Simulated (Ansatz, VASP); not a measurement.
Two plane-wave programs on GeSbTe3

File INCAR:

```
SYSTEM = GeSbTe3
ALGO = Normal
EDIFF = 1E-6
EDIFFG = -0.01
ENCUT = 600
GGA = PE
IBRION = 2
ISIF = 3
ISMEAR = 0
LASPH = .TRUE.
LCHARG = .FALSE.
LREAL = .FALSE.
LWAVE = .FALSE.
NELM = 100
NSW = 100
PREC = Accurate
SIGMA = 0.1
```

KPOINTS

```
k-points
0
G
  6 6 8
  0 0 0
```

File POSCAR:

```
GeSbTe3
1.0
    6.4377837724      0.0000000000      0.0000000000
   -3.2188918862      5.5752842910      0.0000000000
    0.0000000000      0.0000000000      5.4381974766
Ge Sb Te
1 1 3
Direct
    0.0000000000      0.0000000000      0.5000000000
    0.0000000000      0.0000000000      0.0000000000
    0.5000000000      0.0000000000      0.0000000000
    0.0000000000      0.5000000000      0.0000000000
    0.5000000000      0.5000000000      0.0000000000
```

Input for Ansatz:

```yaml
crystal:
  lattice:
    - [6.4377837724, 0.0, 0.0]
    - [-3.2188918862, 5.575284291, 0.0]
    - [0.0, 0.0, 5.4381974766]
  atoms:
    - { symbol: Ge, position: [0.0, 0.0, 0.5] }
    - { symbol: Sb, position: [0.0, 0.0, 0.0] }
    - { symbol: Te, position: [0.5, 0.0, 0.0] }
    - { symbol: Te, position: [0.0, 0.5, 0.0] }
    - { symbol: Te, position: [0.5, 0.5, 0.0] }
basis:
  ecutwfc: 420
kpoints:
  mp_grid: { grid: [6, 6, 8] }
hamiltonian:
  xc: pbe
scf:
  occupations: { method: gaussian, width: 0.1 }
output:
  forces: true
  stress: true
  eigenvalues: true
relax:
  adjacent_minimum: "off"
  f_tol: 0.01
  max_steps: 80
  cell: { stress_tol: 0.05 }
```

Alike in both runs: task relaxation of cell and atoms; functional PBE; k mesh 6 × 6 × 8; occupations gaussian, width 0.1 eV; no spin polarisation.

```csv
,VASP,Ansatz
version,VASP 6.6.1,Ansatz 0.2.0
potentials or method,"VASP PAW PBE potentials, release 64 (Ge_d, Sb, Te)","scalar-relativistic, plane waves, PAW"
plane-wave cutoff (eV),600,420
valence electrons in the cell,37,77
```

```csv
,VASP,Ansatz,Ansatz less VASP
"gap on the k mesh at the Fermi level, each at its own relaxed structure (eV)",none,none,-
relaxed volume (Å³/atom),39.55,39.59,+0.043
relaxed cell length with the largest relative difference (Å),6.421,6.424,+0.0026
energy change over the relaxation (meV/atom),-2,-2,+0.1
```

A gap of «none» marks a metal or a gap that the smearing closes. The two sets of potentials don't hold the same shells in valence.

Spin-orbit coupling is left out, which matters for the levels of Sb, Te.
